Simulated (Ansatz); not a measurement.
# One input, then a changed one: AlN (wurtzite type)

First run: DFT, PBE, PAW with Ansatz's default frozen-core files, scalar-relativistic (Ansatz 0.2.0).

Command: `ansatz run input.yaml --threads 1 --pin off --max-ram 3072MiB --backend cpu --events-out ev --progress --plain --runs-dir out` It took 3 s on 1 thread of Intel(R) Xeon(R) Platinum 8488C (Sapphire Rapids), with other jobs on the host, peak memory 0.38 GiB.

```yaml
crystal:
  lattice:
    - [3.0112858846, 0.0, 0.0]
    - [-1.5056429423, 2.6078500741, 0.0]
    - [0.0, 0.0, 4.7714770989]
  atoms:
    - { symbol: Al, position: [0.3333333333, 0.6666666667, -0.0045189305] }
    - { symbol: Al, position: [0.6666666667, 0.3333333333, 0.4954810695] }
    - { symbol: "N", position: [0.3333333333, 0.6666666667, 0.3805189305] }
    - { symbol: "N", position: [0.6666666667, 0.3333333333, 0.8805189305] }
kpoints:
  mp_grid: { grid: [13, 13, 7] }
scf:
  occupations: { method: fermi_dirac, width: 0.05 }
hamiltonian:
  xc: pbe
  pseudopotentials: { kind: paw }
output:
  forces: true
  stress: true
  eigenvalues: true
  populations: true
```

The cell comes from a relaxation on PAW files under the same functional, begun from a prototype that needn't be the stable phase.

This run: volume at 0.88 of the series' base cell.

It converges in 6 SCF iterations at a pressure of 31.4 GPa, cutoff 420 eV.

The input is then changed:

```diff
   occupations: { method: fermi_dirac, width: 0.05 }
+  initial_density: { chi_scale: 0.1 }
 hamiltonian:
   populations: true
+  write_density: true
+  write_potential: true
+  elf: true
+  volumetric_format: npy
```

**Question.** Predict the outcome of the changed run.

**Answer.** It converges in 6 SCF iterations at a pressure of 31.4 GPa, cutoff 420 eV, free energy 0.0 meV/atom against the first run's. Results part of its log:
```
SCF 1 converged in 6 iterations: F = -1848.055061 eV  dr2 = 3.09e-8
  greatest PAW one-centre occupation: 0.796 electrons in one spin orbital (limit 2), on the N atom at site 3 (counted from 0), in its partial waves of l = 0
SCF converged after 6 iterations
Free energy (F): -1848.055061 eV
Harris-Foulkes:  -1848.055061 eV  (|F-HF|=2.53e-8)
Internal energy: -1848.055061 eV  (E = F + TS)
E sigma→0 (E₀):  -1848.055061 eV
Fermi energy:    11.018498 eV
--- Per-component energies (eV) ---
  E_band       = 46.250568
  E_kinetic    = 329.157296
  E_local      = -428.200809  (includes V_loc(G=0)·N_el)
  E_nonlocal   = 113.146830
  E_hartree    = 150.029656
  E_xc         = -206.621021
  E_vxc        = -219.726667  (∫ρ·V_xc dr)
  E_paw        = -1191.943775  (= ΣΔE_a)
  E_vpaw       = -48.181788  (= ΣTr[D̂ρ^β])
  E_aug_tail   = 0.000199  (compensation charges beyond the density's cutoff)
  E_ewald      = -613.623436
  E_smearing   = -0.000000  (= −TS)
  E_closure    = -0.000000  (closes the sum)
  Σ components = -1848.055061   (vs F -1848.055061, Δ=0.00e0)
--- Forces (eV/Å), atoms counted from 1 ---
  atom   1  Al     0.00000000    -0.00000000     0.00014113
  atom   2  Al    -0.00000000     0.00000000     0.00014113
  atom   3  N     -0.00000000     0.00000000    -0.00009835
  atom   4  N      0.00000000    -0.00000000    -0.00009835
  max |Σ_I F_I| component: 8.56e-5 eV/Å
--- Stress (GPa, compression-positive) ---
       31.467451      -0.000000      -0.000000
       -0.000000      31.467451       0.000000
       -0.000000       0.000000      31.379270
  P = ⅓ Tr σ = 31.4381 GPa (314.381 kbar)
--- Band table (eV; the first three rows and the last of 84) ---
  k-point 0: bands = ["-7.4894", "-4.9453", "1.9187", "7.3839", "7.3839", "8.0864", "8.0864", "8.4585", "13.5549", "15.9137", "19.9753", "20.2076"]
  k-point 1: bands = ["-7.3995", "-5.1385", "2.2402", "7.4167", "7.4167", "7.9998", "8.0496", "8.0496", "13.9109", "15.9746", "19.8297", "20.1714"]
  k-point 2: bands = ["-7.1356", "-5.6139", "3.0930", "6.9158", "7.5095", "7.5095", "7.9477", "7.9477", "14.6851", "16.0778", "19.5434", "20.1734"]
  k-point 83: bands = ["-4.6002", "-4.5314", "3.1560", "3.1702", "4.0327", "4.5247", "7.4542", "7.5996", "15.6496", "16.2918", "17.1788", "17.2083"]
--- Löwdin populations: 4 sites ---
  site symbol       q [e]
     0     Al      1.8504
     1     Al      1.8504
     2      N      6.0820
     3      N      6.0820
  spilling = 0.008447 (of n_electrons = 16.000000)
```
